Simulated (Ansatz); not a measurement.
Three rocksalt compounds, relaxed with r2SCAN in the plane-wave code Ansatz. Spin-unpolarised throughout; all numbers are computed.

```csv
compound,a (Å)
BaTe,7.065
PbTe,6.536
KBr,6.604
```

Task: What is the misfit strain of a coherent BaTe film on KBr?

Result: ε∥ = (a_sub − a_film)/a_film = (6.604 − 7.065)/7.065 = -6.53 %: the film is in compression in the plane. At this size it stays coherent for a few layers at most.

Task: By Vegard's law, which share x of PbTe in (BaTe)₁₋ₓ(PbTe)ₓ matches the substrate?

Result: (1 − x) × 7.065 + x × 6.536 = 6.604 gives x = (6.604 − 7.065)/(6.536 − 7.065) = 0.871.
